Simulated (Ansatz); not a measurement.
Runs of Ansatz 0.2.0 on SiC (Moissanite 6H). Symmetry: P6_3mc, No. 186, hexagonal system. Conventional cell: a = 3.095 Å, b = 3.095 Å, c = 15.170 Å, α = 90.00°, β = 90.00°, γ = 120.00°. Si (site symmetry 3m) is surrounded by 4 C at 1.90 Å. Si (site symmetry 3m) has 4 C at 1.90 Å as nearest neighbours. Si (site symmetry 3m) has 4 C at 1.90 Å as nearest neighbours. Around C (site symmetry 3m) lie 4 Si at 1.90 Å. C (site symmetry 3m) has 4 Si at 1.90 Å as nearest neighbours. C (site symmetry 3m) is surrounded by 4 Si at 1.90 Å. 

| task | level | cell | smearing | points for each segment of the path | gap on the mesh (eV) | pressure (GPa) | relaxed volume (Å³/atom) | largest force (eV/Å) |
| --- | --- | --- | --- | --- | --- | --- | --- | --- |
| band structure | PBE | as given | fermi-dirac 0.05 eV | 10 | 2.02 | 0.2 | - | 0.14 |
| relaxation of cell and atoms | PBE | relaxed | fermi-dirac 0.05 eV | - | 2.03 | 0.0 | 10.50 | 0.01 |
| single point | PBE | as given | gaussian 0.014 eV | - | 2.02 | 0.2 | - | 0.14 |
| relaxation of cell and atoms | PBE+D4 | relaxed | fermi-dirac 0.05 eV | - | 2.03 | 0.0 | 10.30 | - |
| single point | PBE | as given | gaussian 0.013 eV | - | 2.02 | 0.2 | - | 0.14 |
| relaxation of cell and atoms | BLYP+D4 | relaxed | fermi-dirac 0.05 eV | - | 2.33 | 0.0 | 10.30 | - |
| relaxation of cell and atoms | RPBE+D3(BJ) | relaxed | fermi-dirac 0.05 eV | - | 2.02 | 0.0 | 9.62 | - |
| band structure | RPBE | as given | fermi-dirac 0.05 eV | 10 | (b) | 3.4 | - | 0.14 |
| relaxation of cell and atoms | BLYP | relaxed | fermi-dirac 0.05 eV | - | 2.33 | 0.0 | 10.73 | - |
| band structure | revPBE | as given | fermi-dirac 0.05 eV | 10 | 2.03 | 2.6 | - | 0.14 |
| relaxation of cell and atoms | BLYP+D3(BJ) | relaxed | fermi-dirac 0.05 eV | - | 2.33 | 0.0 | 10.24 | - |
| relaxation of cell and atoms | PBEsol+D4 | relaxed | fermi-dirac 0.05 eV | - | 1.92 | 0.0 | (a) | - |

Alike in all rows: potentials or basis Ansatz PAW; no spin polarisation; k mesh 10 × 10 × 2; cutoff (eV) 420.

**Question.** Fill in the values left out.

**Answer.** (a) 10.22; (b) 2.04.

Caveats: the plane-wave basis is chosen anew once the cell has moved, so the energies of steps on either side of that aren't comparable (some runs); the PAW data sets come from PBE, with cores solved anew for the run's functional, which leaves a small shift of forces and pressure (some runs).

A k mesh can miss the band edges.
